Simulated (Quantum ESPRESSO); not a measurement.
# CdF2 under changes of volume

One of the cells (13.035 Å³/atom); the others are scaled copies at fixed shape and fractional positions:

```
CELL_PARAMETERS angstrom
0.00000 2.69400 2.69400
2.69400 0.00000 2.69400
2.69400 2.69400 0.00000
ATOMIC_POSITIONS crystal
Cd 0.00000 0.00000 0.00000
F 0.75000 0.75000 0.75000
F 0.25000 0.25000 0.25000
```

* Program: Quantum ESPRESSO 7.5
* Functional: LDA
* Potentials or basis: GBRV 1.5 LDA
* Cutoff: 612 eV
* Density cutoff: 4898 eV
* k mesh: 9 × 9 × 9
* Occupations: fermi-dirac, width 0.05 eV
* Spin: no spin polarisation

```csv
volume (Å³/atom),energy over the lowest point (meV/atom),pressure (GPa),gap on the mesh (eV)
12.253,1.53,2.3,3.00
12.513,0.00,-0.5,2.93
12.774,2.69,-2.9,2.85
13.035,9.11,-5.1,2.78
13.295,?,?,?
13.556,31.52,-8.7,2.65
13.817,46.79,-10.1,2.59
```

Problem. What does the run at 13.295 Å³/atom give?

Solution. Energy over the lowest point 18.85 meV/atom; pressure -7.0 GPa; gap on the mesh 2.72 eV.

Worked out: A Birch-Murnaghan fit of order 3 (a polynomial in V^(-2/3)) to the other rows has its minimum at 12.47 Å³/atom with B0 = V·E''(V) = 126 GPa and B' = 4.8. It gives 18.83 meV/atom at 13.295 Å³/atom, against the run's 18.85, and -dE/dV = -6.9 GPa, against -7.0. A straight line through the other rows of the gap, of slope -3.43 eV per unit of ln V, gives 2.72 eV, against the run's 2.72.

Energies are extrapolated to zero smearing.

Caveats: an odd mesh through Γ misses points on the zone boundary, where band edges often lie. Spin-orbit coupling on Cd is left out.
